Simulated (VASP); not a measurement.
# YN in VASP 6.6.1, single-point calculation

INCAR

```
LASPH = .TRUE.
IBRION = -1
NELECT = 13
ALGO = Normal
EDIFF = 1E-7
METAGGA = R2SCAN
SIGMA = 0.02
NBANDS = 15
LWAVE = .FALSE.
ISIF = 2
LCHARG = .FALSE.
NELM = 55
ISMEAR = -1
PREC = Accurate
LREAL = .FALSE.
ENCUT = 520
NSW = 0
```

KPOINTS

```
KPOINTS created by Atomic Simulation Environment
0
Gamma
10 10 10
0 0 0
```

POSCAR

```
Y  N
 1.0000000000000000
     0.0000000000000000    2.4235676611999999    2.4235676611999999
     2.4235676611999999    0.0000000000000000    2.4235676611999999
     2.4235676611999999    2.4235676611999999    0.0000000000000000
 Y   N
   1   1
Cartesian
  0.0000000000000000  0.0000000000000000  0.0000000000000000
  2.4235676611999999  2.4235676611999999  2.4235676611999999
```

The recommended PBE PAW datasets give the neutral cell 16 valence electrons.

Command

```
mpirun -np 1 vasp_std
```

OSZICAR

```
N       E                     dE             d eps       ncg     rms          rms(c)
DAV:   1     0.999393279418E+01    0.99939E+01   -0.66596E+03  1410   0.844E+02
DAV:   2    -0.396662379381E+02   -0.49660E+02   -0.47401E+02  1980   0.191E+02
DAV:   3    -0.418683064123E+02   -0.22021E+01   -0.21684E+01  1746   0.309E+01
DAV:   4    -0.419125321317E+02   -0.44226E-01   -0.44214E-01  1655   0.431E+00
DAV:   5    -0.419130962785E+02   -0.56415E-03   -0.56413E-03  1718   0.404E-01    0.158E+01
DAV:   6    -0.401455444960E+02    0.17676E+01   -0.40492E+00  1683   0.141E+01    0.571E+00
DAV:   7    -0.401715887646E+02   -0.26044E-01   -0.25900E-01  1704   0.407E+00    0.392E+00
DAV:   8    -0.402349494399E+02   -0.63361E-01   -0.11445E-01  1900   0.241E+00    0.146E+00
DAV:   9    -0.402337862510E+02    0.11632E-02   -0.71557E-03  1907   0.755E-01    0.196E-01
DAV:  10    -0.402338702077E+02   -0.83957E-04   -0.98890E-04  1802   0.255E-01    0.850E-02
DAV:  11    -0.402338565284E+02    0.13679E-04   -0.13852E-04  1945   0.822E-02    0.159E-02
DAV:  12    -0.402338638725E+02   -0.73441E-05   -0.12254E-05  2041   0.253E-02    0.143E-02
DAV:  13    -0.402338644229E+02   -0.55042E-06   -0.28062E-06  1634   0.131E-02    0.429E-03
DAV:  14    -0.402338641012E+02    0.32176E-06   -0.12851E-07  1831   0.300E-03    0.280E-03
DAV:  15    -0.402338640979E+02    0.33133E-08   -0.30407E-08   894   0.147E-03
   1 F= -.40233864E+02 E0= -.40231408E+02  d E =-.491278E-02
```

Standard output (part)

```
POSCAR found type information on POSCAR Y N
 POSCAR found :  2 types and       2 ions
 LDA part: xc-table for (None), standard interpolation
 POSCAR, INCAR and KPOINTS ok, starting setup
 WAVECAR not read
 entering main loop
 the old and the new charge density differ
    0.158E+01
```

It converged. Results: pressure -97.2 GPa.

Task: Why shouldn't this run be trusted?

Result: Wrong number of electrons. On sound settings r²SCAN gives a gap of 0.54 eV on its mesh and a pressure of 5.5 GPa for the intended cell.
